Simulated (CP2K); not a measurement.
# Ga (C2/c) in CP2K: reference runs

Aim: a first look at Ga with PBE, on the cell as given and on a disturbed one.

All numbers are computed with CP2K 2026.2; they aren't measurements. Logs are shortened: lines on timing, memory, paths and dates and some standing lists are left out, and cuts for length are marked.

## Step 1: The crystal as given

Symmetry: C2/c, No. 15, monoclinic system. The conventional cell has a = 2.766 Å, b = 8.053 Å, c = 3.332 Å, α = 90.00°, β = 92.02°, γ = 90.00°. Ga (site symmetry 2) has 8 Ga at 2.69 to 2.92 Å as nearest neighbours.

This isn't the form of Ga at room conditions, which is orthorhombic.

## Step 2: Single point, PBE

ga_scf.inp

```
&GLOBAL
  PROJECT ga_scf
  RUN_TYPE ENERGY_FORCE
  PRINT_LEVEL LOW
&END GLOBAL
&FORCE_EVAL
  METHOD QS
  STRESS_TENSOR ANALYTICAL
  &DFT
    BASIS_SET_FILE_NAME BASIS_MOLOPT_UZH
    POTENTIAL_FILE_NAME POTENTIAL_UZH
    &MGRID
      CUTOFF 450
      REL_CUTOFF 60
      NGRIDS 5
    &END MGRID
    &QS
      METHOD GPW
      EPS_DEFAULT 1.0E-10
    &END QS
    &KPOINTS
      SCHEME MONKHORST-PACK 10 10 8
      GAMMA_CENTERED T
      SYMMETRY T
      SYMMETRY_BACKEND SPGLIB
    &END KPOINTS
    &SCF
      SCF_GUESS ATOMIC
      EPS_SCF 1.0E-6
      MAX_SCF 100
      ADDED_MOS 10
      CHOLESKY OFF
      EPS_EIGVAL 1.0E-7
      &DIAGONALIZATION ON
        ALGORITHM STANDARD
      &END DIAGONALIZATION
      &MIXING ON
        METHOD BROYDEN_MIXING
        ALPHA 0.4
        BETA 1.5
        NBUFFER 8
      &END MIXING
      &SMEAR ON
        METHOD FERMI_DIRAC
        ELECTRONIC_TEMPERATURE [K] 580.226
      &END SMEAR
    &END SCF
    &XC
      &XC_FUNCTIONAL
        &GGA_X_PBE
        &END GGA_X_PBE
        &GGA_C_PBE
        &END GGA_C_PBE
      &END XC_FUNCTIONAL
    &END XC
    &PRINT
      &KPOINTS ON
      &END KPOINTS
      &MULLIKEN ON
      &END MULLIKEN
      &MO ON
        ENERGIES T
        OCCUPATION_NUMBERS T
        &EACH
          QS_SCF 0
        &END EACH
        ADD_LAST NUMERIC
      &END MO
      &LOWDIN ON
      &END LOWDIN
      &HIRSHFELD ON
        SHAPE_FUNCTION DENSITY
      &END HIRSHFELD
    &END PRINT
  &END DFT
  &SUBSYS
    &CELL
      ABC 4.2573925412 4.2573925412 3.3320000000
      ALPHA_BETA_GAMMA 90.6560687817 90.6560687821 142.0874224233
      PERIODIC XYZ
    &END CELL
    &COORD
      SCALED
      Ga  0.1310000000 0.8690000000 0.7500000000
      Ga  0.8690000000 0.1310000000 0.2500000000
    &END COORD
    &KIND Ga
      BASIS_SET TZVP-MOLOPT-PBE-GTH-q13
      POTENTIAL GTH-PBE-q13
    &END KIND
    &PRINT
      &ATOMIC_COORDINATES ON
      &END ATOMIC_COORDINATES
      &CELL ON
      &END CELL
    &END PRINT
  &END SUBSYS
  &PRINT
    &FORCES ON
    &END FORCES
    &STRESS_TENSOR ON
    &END STRESS_TENSOR
  &END PRINT
&END FORCE_EVAL
```

Potentials or basis: POTENTIAL_UZH Ga GTH-PBE-q13; TZVP-MOLOPT-PBE-GTH basis.

Launch:

```
$ OMP_NUM_THREADS=1 cp2k.psmp -i ga_scf.inp -o ga_scf.out
```

ga_scf.out:

```text

 CP2K| version string:                                       CP2K version 2026.2
 CP2K| Input file name                                                ga_scf.inp

 GLOBAL| Force Environment number                                              1
 GLOBAL| Basis set file name                                    BASIS_MOLOPT_UZH
 GLOBAL| Potential file name                                       POTENTIAL_UZH
 GLOBAL| MM Potential file name                                     MM_POTENTIAL
 GLOBAL| Coordinate file name                                      __STD_INPUT__
 GLOBAL| Method name                                                        CP2K
 GLOBAL| Project name                                                     ga_scf
 GLOBAL| Run type                                                   ENERGY_FORCE
 GLOBAL| FFT library                                                       FFTW3
[... 8 lines left out ...]
 GLOBAL| CPU model name                                                  UNKNOWN

 CELL| Volume [angstrom^3]:                                            37.086420
 CELL| Vector a [angstrom]:       4.257     0.000     0.000   |a| =     4.257393
 CELL| Vector b [angstrom]:      -3.359     2.616     0.000   |b| =     4.257393
 CELL| Vector c [angstrom]:      -0.038    -0.111     3.330   |c| =     3.332000
 CELL| Angle (b,c), alpha [degree]:                                    90.656069
 CELL| Angle (a,c), beta  [degree]:                                    90.656069
 CELL| Angle (a,b), gamma [degree]:                                   142.087422
 CELL| Numerically orthorhombic:                                              NO
 CELL| Periodicity                                                           XYZ

 CELL_REF| Volume [angstrom^3]:                                        37.086420
 CELL_REF| Vector a [angstrom     4.257     0.000     0.000   |a| =     4.257393
 CELL_REF| Vector b [angstrom    -3.359     2.616     0.000   |b| =     4.257393
 CELL_REF| Vector c [angstrom    -0.038    -0.111     3.330   |c| =     3.332000
 CELL_REF| Angle (b,c), alpha [degree]:                                90.656069
 CELL_REF| Angle (a,c), beta  [degree]:                                90.656069
 CELL_REF| Angle (a,b), gamma [degree]:                               142.087422
 CELL_REF| Numerically orthorhombic:                                          NO
 CELL_REF| Periodicity                                                       XYZ
[... 9 lines left out ...]
 TOTAL NUMBERS AND MAXIMUM NUMBERS

  Total number of            - Atomic kinds:                                   1
                             - Atoms:                                          2
                             - Shell sets:                                     2
                             - Shells:                                        20
                             - Primitive Cartesian functions:                 12
                             - Cartesian basis functions:                     80
                             - Spherical basis functions:                     68

  Maximum angular momentum of the orbital basis functions:                     3

 MODULE QUICKSTEP: ATOMIC COORDINATES IN ANGSTROM

   Atom Kind Element         X             Y             Z       Z(eff)     Mass
      1    1 Ga   31     -2.389751      2.189987      2.497447  13.0000  69.7230
      2    1 Ga   31      3.250124      0.314925      0.832482  13.0000  69.7230

 SCF PARAMETERS         Density guess:                                    ATOMIC
[... 9 lines left out ...]
                        --------------------------------------------------------
                        level_shift [a.u.]:                             0.000000
                        added MOs                                        10    0
                        --------------------------------------------------------
                        Mixing method:                            BROYDEN_MIXING
                                                charge density mixing in g-space
                        --------------------------------------------------------
                        Smear method:                                FERMI_DIRAC
                        Electronic temperature [K]:                        580.2
                        Electronic temperature [a.u.]:                  1.84E-03
                        Accuracy threshold:                             1.00E-10
                        --------------------------------------------------------
                        No outer SCF

 *******************************************************************************
                                    Kpoints
 *******************************************************************************
 BRILLOUIN| K-point scheme                                        Monkhorst-Pack
 BRILLOUIN| K-Point grid                                            10   10    8
 BRILLOUIN| Gamma-centered k-point mesh                                     ON
 BRILLOUIN| K-point symmetry accuracy                               0.100000E-05
 BRILLOUIN| K-Point point group symmetrization                                ON
 BRILLOUIN| Symmetry backend                                             SPGLIB
 BRILLOUIN| Symmetry reduction method                                    SPGLIB
 BRILLOUIN| Wavefunction type                                            COMPLEX
 BRILLOUIN| List of Kpoints [2 Pi/Bohr]                                      227
 BRILLOUIN| Number           Weight            X              Y              Z
 BRILLOUIN|     1           0.00250       -0.40000       -0.40000       -0.37500
 BRILLOUIN|     2           0.00250       -0.40000       -0.40000       -0.25000
 BRILLOUIN|     3           0.00250       -0.40000       -0.40000       -0.12500
 BRILLOUIN|     4           0.00250       -0.40000       -0.40000        0.00000
 BRILLOUIN|     5           0.00250       -0.40000       -0.40000        0.12500
 BRILLOUIN|     6           0.00250       -0.40000       -0.40000        0.25000
[... 32 lines left out ...]
 BRILLOUIN|    39           0.00500       -0.40000        0.00000        0.37500
 BRILLOUIN|    40           0.00500       -0.40000        0.00000        0.50000
 [... further k-points ...]
 *******************************************************************************

 Extrapolation method: initial_guess

 Number of electrons:                                                         26
 Number of occupied orbitals:                                                 13
 Number of molecular orbitals:                                                23

 Number of orbital functions:                                                 68
 Number of independent orbital functions:                                     68

 SCF WAVEFUNCTION OPTIMIZATION

  Step     Update method      Time    Convergence         Total energy    Change
  ------------------------------------------------------------------------------
     1 NoMix/Diag. 0.40E+00   18.3     0.73531213      -149.3794465032 -1.49E+02
     2 Broy./Diag. 0.40E+00   17.2     0.00712020      -149.3833360262 -3.89E-03
     3 Broy./Diag. 0.40E+00   17.3     0.01928655      -149.2657279286  1.18E-01
     4 Broy./Diag. 0.40E+00   17.3     0.00349267      -149.1894866195  7.62E-02
     5 Broy./Diag. 0.40E+00   17.3     0.00283545      -149.1936637769 -4.18E-03
     6 Broy./Diag. 0.40E+00   17.5     0.00163384      -149.1931763765  4.87E-04
     7 Broy./Diag. 0.40E+00   17.4     0.00011575      -149.1918195452  1.36E-03
     8 Broy./Diag. 0.40E+00   17.5     0.00015275      -149.1918712203 -5.17E-05
     9 Broy./Diag. 0.40E+00   17.4     0.00003155      -149.1918893123 -1.81E-05
    10 Broy./Diag. 0.40E+00   17.3     0.00000344      -149.1918145287  7.48E-05
    11 Broy./Diag. 0.40E+00   17.3     0.00000863      -149.1918201686 -5.64E-06
    12 Broy./Diag. 0.40E+00   17.4     0.00000140      -149.1918309801 -1.08E-05
    13 Broy./Diag. 0.40E+00   17.8     0.00000076      -149.1918312983 -3.18E-07

  *** SCF run converged in    13 steps ***

  Electronic density on regular grids:        -25.9999999275        0.0000000725
  Core density on regular grids:               25.9999999980       -0.0000000020
  Total charge density on r-space grids:        0.0000000705
  Total charge density g-space grids:           0.0000000705

  Overlap energy of the core charge distribution:               0.00000000001862
  Self energy of the core charge distribution:               -194.58776254249338
  Core Hamiltonian energy:                                     58.43771655204996
  Hartree energy:                                               7.34633954392063
  Exchange-correlation energy:                                -20.38791244062550
  Electronic entropic energy:                                  -0.00021241097044
  Fermi energy:                                                 0.21439388111871

  Total energy:                                              -149.19183129830520
  Total energy (extrapolated to T->0):                       -149.19172509281998

 MO| EIGENVALUES AND OCCUPATION NUMBERS FOR K POINT 1
 MO|
 MO|  Index      Eigenvalue [a.u.]        Eigenvalue [eV]             Occupation
 MO|      1              -0.340148              -9.255896               2.000000
 MO|      2              -0.339752              -9.245123               2.000000
 MO|      3              -0.336597              -9.159275               2.000000
 MO|      4              -0.335464              -9.128449               2.000000
 MO|      5              -0.333322              -9.070165               2.000000
 MO|      6              -0.333079              -9.063528               2.000000
[... 395 lines left out ...]
 MO|     22               0.835848              22.744569               0.000000
 MO|     23               0.858042              23.348517               0.000000
 MO| Sum:                                                              26.000412
 MO| E(Fermi):            0.214394 a.u.          5.833954 eV

 [... the levels of further k-points ...]

 !-----------------------------------------------------------------------------!
                     Mulliken Population Analysis

 #  Atom  Element  Kind  Atomic population                           Net charge
       1     Ga       1         13.000015                             -0.000015
       2     Ga       1         12.999985                              0.000015
 # Total charge                             26.000000                  0.000000

 !-----------------------------------------------------------------------------!

 !-----------------------------------------------------------------------------!
                           Hirshfeld Charges

  #Atom  Element  Kind  Ref Charge     Population                    Net charge
      1       Ga     1      13.000         13.000                        -0.000
      2       Ga     1      13.000         13.000                        -0.000

  Total Charge                                                           -0.000
 !-----------------------------------------------------------------------------!

 LOWDIN POPULATION ANALYSIS

 #  Atom  Element  Kind  Atomic population                           Net charge
       1     Ga       1         13.000000                             -0.000000
       2     Ga       1         13.000000                              0.000000
 # Total charge                             26.000000                  0.000000

 ENERGY| Total FORCE_EVAL ( QS ) energy [hartree]           -149.191831326256562

 FORCES| Atomic forces [hartree/bohr]
 FORCES|   Atom     x               y               z               |f|
 FORCES|      1  1.01792939E-03 -3.19783345E-04  2.35758264E-04   1.09271386E-03
 FORCES|      2 -1.01792948E-03  3.19783380E-04 -2.35759384E-04   1.09271420E-03
 FORCES| Sum    -9.06817503E-11  3.49172800E-11 -1.11950684E-09
 FORCES| Total atomic force                                       1.12371614E-09

 STRESS| Analytical stress tensor [bar]
 STRESS|                        x                   y                   z
 STRESS|      x        2.84646633341E+04   1.61098681831E+02   8.29943656494E+02
 STRESS|      y        1.61098681831E+02   2.88904000148E+04   3.80033502836E+03
 STRESS|      z        8.29943656494E+02   3.80033502836E+03   1.94178936050E+04
 STRESS| 1/3 Trace                                             2.55909856513E+04
 STRESS| Determinant                                           1.55379219681E+13

 STRESS| Eigenvectors and eigenvalues of the analytical stress tensor [bar]
 STRESS|                        1                   2                   3
 STRESS| Eigenvalues   1.80306178231E+04   2.84153734040E+04   3.03269657268E+04
 STRESS|      x          -0.069846739386      0.970996287582      0.228664913136
 STRESS|      y          -0.328574895251     -0.238826969947      0.913783462663
 STRESS|      z           0.941891698237     -0.011308754509      0.335726288610
```

Wall time 4.3 min (1 thread of Arm Neoverse N1, shared host); peak memory 0.45 GiB.

Results:

- Free energy: -4059.7162 eV
- Pressure: 2.6 GPa
- Largest force: 0.056 eV/Å
- Band gap on the k mesh: none (metal or under the smearing width)

Forces on the atoms (eV/Å):
```
Ga   0.052 -0.016  0.012
Ga  -0.052  0.016 -0.012
```

Caveat: the basis of atomic orbitals isn't converged, which shifts pressures, moduli and gaps.

(Part 1 of 2 ends here.)
